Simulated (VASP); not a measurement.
Wanted: the native input for a VASP 6.6.1 run.

```yaml
Task: relaxation of the atoms
Functional: PBE
Potentials_or_basis: VASP PAW PBE potentials, release 64 (Be, H)
Cutoff: 520 eV
k_mesh: 4 × 4 × 3
Occupations: fermi-dirac, width 0.05 eV
Spin: no spin polarisation
Dipole_correction: no
Further_INCAR_settings: LREAL = Auto; ALGO = Normal; EDIFF = 1e-06; IBRION = 2; EDIFFG = -0.03; NSW = 80
```

The structure of Be16H (a cell with a defect) lies in POSCAR:

```
Be16H
1.0
   -2.2900000000     -3.9663960000      0.0000000000
    3.4350000000     -1.9831980000      0.0000000000
    0.0000000000      0.0000000000      7.1768600000
Be H
16 1
Direct
    0.7500000000      0.5000000000      0.0000000000
    0.5000000000      0.3333333000      0.2500000000
    0.7500000000      0.5000000000      0.5000000000
    0.5000000000      0.3333333000      0.7500000000
    0.5000000000      0.0000000000      0.0000000000
    0.2500000000      0.8333333000      0.2500000000
    0.5000000000      0.0000000000      0.5000000000
    0.2500000000      0.8333333000      0.7500000000
    0.2500000000      0.5000000000      0.0000000000
    0.0000000000      0.3333333000      0.2500000000
    0.2500000000      0.5000000000      0.5000000000
    0.0000000000      0.3333333000      0.7500000000
    0.0000000000      0.0000000000      0.0000000000
    0.7500000000      0.8333333000      0.2500000000
    0.0000000000      0.0000000000      0.5000000000
    0.7500000000      0.8333333000      0.7500000000
    0.7538624000      0.1732175000      0.3785223000
```

The cell was built by a generator and needn't be a form met in nature.

These files were run (other wordings do the same):

INCAR

```
PREC     = Accurate       # precision mode
ENCUT    = 520            # plane-wave cutoff, eV
EDIFF    = 1E-6           # SCF threshold, eV
ISMEAR   = -1             # smearing method
SIGMA    = 0.05           # smearing width, eV
LREAL    = Auto         
LASPH    = T              # aspherical terms in the spheres
NELM     = 60             # most SCF steps
ALGO     = Normal         # electronic algorithm
ISIF     = 2              # what is computed and relaxed
LWAVE    = F              # write WAVECAR
LCHARG   = F              # write CHGCAR
GGA      = PE             # functional
IBRION   = 2              # ionic algorithm
NSW      = 80             # ionic steps
EDIFFG   = -0.03          # ionic threshold
```

KPOINTS

```
regular mesh
0
Gamma
  4 4 3
```

Potentials or basis: VASP PAW PBE potentials, release 64 (Be, H).

The run is started by

```console
$ cat potpaw_PBE.64/Be/POTCAR potpaw_PBE.64/H/POTCAR > POTCAR
$ mpirun -np 1 vasp_std > vasp.out
```

It gave:

```json
{
 "Energy gained by relaxing": "6.0 meV/atom",
 "Ionic steps": "7",
 "Pressure after relaxing": "-0.1 GPa",
 "Largest force after relaxing": "0.028 eV/Å",
 "Band gap on the k mesh": "none (metal or under the smearing width)"
}
```

Caveat: the k mesh is coarse (spacing up to 0.40 Å⁻¹), so the values aren't converged.

It took 8.2 min on 1 thread of Intel(R) Xeon(R) Platinum 8259CL CPU @ 2.50GHz (Skylake/Cascade Lake), on a shared host, peak memory 0.25 GiB.
